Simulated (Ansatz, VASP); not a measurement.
# MgO (Periclase): VASP beside Ansatz, part 2 of 2

Aim: how closely do two programs agree when they are given the same cell, functional and k mesh? The structure shown is the end of the Ansatz relaxation below.

VASP 6.6.1 and Ansatz 0.2.0.

So far. Step 6 (VASP: single point, LDA, pair 2): The run ends at a pressure of 2.88 GPa.

### Step 7. Differences

What differs besides the data sets and the points named for the pairs above, as far as they apply: the data sets hold 16 valence electrons in Ansatz (on its PAW soft_1 files) and 8 in VASP. Total energies have different zeros and are not compared.

Compared:

```
              quantity  Ansatz   VASP  difference
        pressure (GPa)    5.02   2.88       +2.13
gap on the k mesh (eV)   5.079  5.075      +0.004
```

A gap on the mesh is an upper bound, since the band edges may lie between its points.

### Step 8. Ansatz: relaxation, LDA

This run makes the geometry at which the two programs are then compared. The cell compared in this pair holds 17.89 Å³, against 17.55 Å³ for the pair before.

The structure compared here is the end of the Ansatz relaxation.

Input file input.yaml:

```yaml
crystal:
  lattice:
    - [-0.010401615, 2.0699213873, 2.0803230023]
    - [2.0699213873, -0.010401615, 2.0803230023]
    - [2.0595197723, 2.0595197723, 0.0]
  atoms:
    - { symbol: O, position: [0.5, 0.5, 0.5] }
    - { symbol: Mg, position: [0.0, 0.0, 0.0] }
  conventional_axes: [[0, 0, 1], [1, -1, 0], [1, 1, -1]]
kpoints:
  mp_grid: { grid: [12, 12, 12] }
hamiltonian:
  xc: lda
  pseudopotentials: { kind: paw, azcp: { folder: soft_1 }, xc_functional: pbe }
scf:
  occupations: { method: fixed }
output:
  forces: true
  stress: true
  eigenvalues: true
relax:
  adjacent_minimum: "off"
  f_tol: 0.001
  max_steps: 60
  cell: { stress_tol: 0.01, fix: [a, angles] }
```

The run is started by

```console
ansatz run input.yaml --threads 4 --pin off --max-ram 10240MiB --backend cpu --events-out ev --progress --plain --runs-dir out
```

Numbers of over 12 decimals in the logs are rounded to 6 here.

The program printed:

```text
[...]
Crystal: 2 atoms, lattice volume = 17.826 Å³
Basis set: ecut = 420 eV, 335 PW (Γ)
Bands: 12, of which v1, the nominal top of the filled ones, is band 8 counted from 1 (7 counted from 0)
Symmetry: 8 space group operations
[...]
k-points: 280 of 1728
[...]
k-point 279: bands = [... 4 lower, -7.2669, 3.9188, 6.7598, 6.8988, 17.2372, 18.4343, 21.5127, 27.4584]
--- Relaxed structure (5 steps of the walk, 5 accepted, 2 SCFs on fresh bases) ---
[...]
cell:  # Å, volume = 17.8897 Å³
    - [-0.011363, 2.070883, 2.085815]
    - [2.070883, -0.011363, 2.085815]
    - [2.0595197723, 2.0595197723, 0.0]
  atoms:
    - { symbol: O, position: [0.500000, 0.500000, 0.500000] }
    - { symbol: Mg, position: [0, 0, 0] }
[key lines of the parts left out:]
SCF converged after 5 iterations
Free energy (F): -2460.060446 eV
Fermi energy:    8.268310 eV
P = ⅓ Tr σ = 1.1422 GPa (11.422 kbar)
```

### Step 9. VASP: single point, LDA, pair 3

The same cell, functional (in two slightly different forms) and mesh now go to VASP, with its own data sets.

Input file INCAR:

```
SYSTEM = MgO
PREC = Accurate
ENCUT = 600
EDIFF = 1E-06
NELM = 120
ISMEAR = 0
SIGMA = 0.01
LREAL = .FALSE.
ALGO = Normal
GGA = CA
NBANDS = 10
LORBIT = 11
LWAVE = .FALSE.
LCHARG = .FALSE.
ISIF = 2
LASPH = .TRUE.
GGA_COMPAT = .FALSE.
EFERMI = MIDGAP
KPAR = 2
```

Input file POSCAR:

```
MgO
1.0
   -0.0113630214      2.0708827937      2.0858152770
    2.0708827937     -0.0113630214      2.0858152770
    2.0595197723      2.0595197723      0.0000000000
O Mg
1 1
Direct
    0.5000000000      0.5000000000      0.5000000000
    0.0000000000      0.0000000000      0.0000000000
```

Input file KPOINTS:

```
Automatic mesh
0
Gamma
12 12 12
0 0 0
```

The projector-augmented-wave data sets are O and Mg (LDA family, release 64).

The run is started by

```console
mpirun -np 2 vasp_std
```

The program printed:

```text
[... set-up lines as in an earlier step ...]
 entering main loop
       N       E                     dE             d eps       ncg     rms          rms(c)
DAV:   1     0.154210461674E+02    0.15421E+02   -0.51404E+03  6336   0.807E+02
DAV:   2    -0.143774483881E+02   -0.29798E+02   -0.29129E+02  6314   0.151E+02
DAV:   3    -0.150297518677E+02   -0.65230E+00   -0.65174E+00  6612   0.202E+01
DAV:   4    -0.150312393085E+02   -0.14874E-02   -0.14874E-02  6202   0.107E+00
[...]
DAV:   9    -0.134474493341E+02    0.19286E-03   -0.20154E-04  6432   0.117E-01    0.131E-01
DAV:  10    -0.134473223913E+02    0.12694E-03   -0.32093E-04  5920   0.165E-01    0.837E-03
DAV:  11    -0.134473214916E+02    0.89968E-06   -0.38964E-06  5972   0.117E-02
   1 F= -.13447321E+02 E0= -.13447321E+02  d E =0.000000E+00
```

Parts of OUTCAR (step 9):

```text
  Total       -0.0438590     -0.0438590     -0.2360296      0.1930830      0.0000000      0.0000000
  in kB       -3.9279434     -3.9279434    -21.1384593     17.2922204      0.0000000      0.0000000
  external PRESSURE =      -9.6647820 kB  Pullay stress =       0.0000000 kB

 POSITION                                       TOTAL-FORCE (eV/Angst)
 -----------------------------------------------------------------------------------
      2.05952      2.05952      2.08582        -0.000000      0.000000     -0.000000
      0.00000      0.00000      0.00000         0.000000     -0.000000      0.000000
 -----------------------------------------------------------------------------------
    total drift:                               -0.000000     -0.000000      0.000000

  FREE ENERGIE OF THE ION-ELECTRON SYSTEM (eV)
  ---------------------------------------------------
  free  energy   TOTEN  =       -13.4473214916 eV

  energy  without entropy=      -13.4473214916  energy(sigma->0) =      -13.44732149

[... 1 part as in an earlier step ...]

[... 2 further parts left out ...]
[key lines of the parts left out:]
E-fermi :   5.7797
```

The run ends at a pressure of -0.97 GPa.

### Step 10. Differences

What differs besides the data sets and the points named for the pairs above, as far as they apply: the data sets hold 16 valence electrons in Ansatz (on its PAW soft_1 files) and 8 in VASP. Total energies have different zeros and are not compared.

Both answers:

```
              quantity  Ansatz   VASP  difference
        pressure (GPa)    1.14  -0.97       +2.11
gap on the k mesh (eV)   5.054  5.051      +0.003
```

A gap on the mesh is an upper bound, since the band edges may lie between its points.

### Step 11. Results

```json
{"difference in pressure (single point, LDA, pair 1)": "2.1 GPa", "difference in pressure (single point, LDA, pair 2)": "2.1 GPa", "difference in pressure (single point, LDA, pair 3)": "2.1 GPa"}
```

In words: The difference in pressure is 2.1 GPa (single point, LDA, pair 2), beyond the 1 GPa picked in this series as the mark of a large difference. The data sets hold unlike numbers of valence electrons (16 in Ansatz and 8 in VASP), so part of the differences comes from the potentials. What causes the difference of the single point, LDA, pair 1 pair stays open here. What causes the difference of the single point, LDA, pair 2 pair stays open here. What causes the difference of the single point, LDA, pair 3 pair stays open here. 5 further runs of this series are not shown here. How closely two codes agree says nothing of how well the functional describes the real material.

[Lines on the potential files, build, host, timing and source positions are cut from VASP's logs without a mark.]

[Logs are printed without paths, hosts, clocks, repeated set-up lines and the standing remarks that a program may print on its own settings, such as how far it seeks lower states.]

[Hosts, paths, dates, database ids (printed as entryN), source tags and the programs' standing remarks are cut or masked in the printed files.]
